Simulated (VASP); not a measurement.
## HgSe under changes of volume

One of the cells (28.628 Å³/atom); the others are scaled copies at fixed shape and fractional positions:

```xyz
2
Lattice="0.0000 3.0591 3.0591 3.0591 0.0000 3.0591 3.0591 3.0591 0.0000" Properties=species:S:1:pos:R:3 pbc="T T T"
Hg    0.0000    0.0000    0.0000
Se    4.5887    4.5887    4.5887
```

```yaml
Program: VASP 6.6.1
Functional: PBE
Potentials_or_basis: VASP PAW PBE potentials, release 64 (Hg, Se)
Cutoff: 520 eV
k_mesh: 8 × 8 × 8
Occupations: fermi-dirac, width 0.05 eV
Spin: no spin polarisation
```

```tsv
volume (Å³/atom)	energy over the lowest point (meV/atom)	pressure (GPa)
26.383	111.21	9.8
26.944	79.97	8.0
27.505	?	?
28.628	18.88	3.8
29.189	7.57	2.6
29.751	0.00	1.6
```

**Question.** What does the run at 27.505 Å³/atom give?

**Answer.** Energy over the lowest point 54.56 meV/atom; pressure 6.4 GPa.

Worked out: A Birch-Murnaghan fit of order 3 (a polynomial in V^(-2/3)) to the other rows has no minimum within the range. It gives 54.57 meV/atom at 27.505 Å³/atom, against the run's 54.56, and -dE/dV = 6.5 GPa, against 6.4.

Energies are extrapolated to zero smearing.
